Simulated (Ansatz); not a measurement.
# FePt: the cost of one run

Method: DFT PBE, scalar-relativistic, plane waves, PAW, in Ansatz 0.2.0.

3 further runs of the same task are left out: 2 that didn't finish, 1 set aside as unsound or not needed.

**1. The starting structure**

It takes space group P4/mmm (No. 123, tetragonal). Conventional cell: a = 2.729 Å, b = 2.729 Å, c = 3.766 Å, α = 90.00°, β = 90.00°, γ = 90.00°. Fe (site symmetry 4/mmm) is surrounded by 8 Pt at 2.70 Å and 4 Fe at 2.73 Å. Pt (site symmetry 4/mmm) is surrounded by 8 Fe at 2.70 Å and 4 Pt at 2.73 Å.

Structure file:

```
Fe Pt
1.0
     2.72882    0.00000    0.00000
     0.00000    2.72882    0.00000
     0.00000    0.00000    3.76638
Fe Pt
1 1
Cartesian
  1.3644 1.3644 1.8832
  0.0000 0.0000 0.0000
```

This cell was relaxed beforehand with the same method: volume 14.02 Å³/atom, gap on the mesh none (metal), site moments up to 3.0 μB.

**2. The reference cell**

The reference gives a free energy of -17003.9673 eV, pressure 0.07 GPa, largest force 0.000 eV/Å and gap on the mesh none (metal). It was computed beforehand with the settings of the runs below.

**3. Next: shifting one sublattice**

Every Fe atom is moved by x along the Cartesian unit vector (0.707, 0.707, 0.000); the cell and all other atoms stay fixed. Forces below are components along that vector, summed over the moved atoms.

**4. At x = -0.300 Å**

The input, input.yaml:

```yaml
crystal:
  lattice:
    - [2.7288184707, 0.0, 0.0]
    - [0.0, 2.7288184707, 0.0]
    - [0.0, 0.0, 3.7663822933]
  atoms:
    - { symbol: Fe, position: [0.4222623137, 0.4222623137, 0.5], spin: 3.28 }
    - { symbol: Pt, position: [0.0, 0.0, 0.0], spin: 0.42 }
basis:
  ecutwfc: 420
kpoints:
  mp_grid: { grid: [22, 22, 16] }
hamiltonian:
  xc: pbe
scf:
  occupations: { method: gaussian, width: 0.15 }
output:
  forces: true
  stress: true
  eigenvalues: true
  populations: true
magnetization:
  spin_polarized: true
```

Run with:

```
> ansatz run input.yaml --threads 1 --pin off --max-ram 2560MiB --backend cpu --events-out ev --progress --plain --runs-dir out
```

Q: Estimate wall time and peak memory on 1 thread of Intel Xeon 6975P-C (Granite Rapids), shared host.

About 2.3 min, with a peak of 1.6 GiB.
